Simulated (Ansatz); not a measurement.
Theory: Ansatz, DFT PBE, scalar-relativistic, plane waves, PAW. All cells share a 420 eV cutoff and Γ-centred k meshes spaced at most about 0.3 Å⁻¹ (about 0.25 or finer for metals, 2π included). No spin polarisation.

These are static total energies at zero pressure.

**Question.** Order these relaxed structures of Mg2Zn3O by energy, lowest first, with the energy over the lowest of them.
A. Space group P-3m1 (No. 164), trigonal, a = 3.020 Å, c = 11.138 Å. Mg has 3 O at 2.14 Å, 3 Zn at 2.84 Å and 9 Mg at 3.02–3.04 Å; around Zn on a site of symmetry 3m lie 3 Zn at 2.71 Å, 3 Mg at 2.84 Å and 6 Zn at 3.02 Å; Zn on a site of symmetry -3m is surrounded by 6 Zn at 2.71 Å and 6 Zn at 3.02 Å; O is surrounded by 6 Mg at 2.14 Å.
B. Space group C2/m (No. 12), monoclinic, a = 4.289 Å, b = 4.242 Å, c = 19.226 Å, β = 93.3°. Mg on its first site has 1 O at 2.35 Å, 4 Zn at 2.82–2.87 Å and 8 Mg at 3.02–3.20 Å; around Mg on its second site lie 5 O at 2.12–2.15 Å and 12 Mg at 3.01–3.20 Å; Zn on its first site is surrounded by 4 Zn at 2.62–2.75 Å, 4 Mg at 2.82–2.87 Å, 4 Zn at 3.02 Å and 1 Zn at 3.45 Å; O has 5 Mg at 2.12–2.15 Å and 1 Mg at 2.35 Å; 2 more sites not described.
C. Space group P6_3/mmc (No. 194), hexagonal, a = 3.008 Å, c = 22.527 Å. Mg is surrounded by 3 O at 2.15 Å, 3 Zn at 2.86 Å and 9 Mg at 3.01–3.08 Å; around Zn on a site of symmetry 3m lie 3 Zn at 2.71 Å, 3 Mg at 2.86 Å and 6 Zn at 3.01 Å; Zn on a site of symmetry -6m2 is surrounded by 6 Zn at 2.71 Å and 6 Zn at 3.01 Å; O has 6 Mg at 2.15 Å.

**Answer.** A (0 meV/atom), B (11 meV/atom), C (39 meV/atom). Counting Mg or Zn atoms around O (for each partner element, those within 1.25 times its shortest distance or 1.15 times the sum of covalent radii, where it is the nearest in units of that sum or under 1.3): A has O 6; B has O 6; C has O 6. Origin: A and C, invented; B, invented, then shaken at random and relaxed again.

The k mesh leaves some 4 meV/atom of noise in the energy of each metallic cell. Cells relaxed within their symmetry can be saddle points. Some types were kept out of the candidates beforehand, so the set may lack a known form.
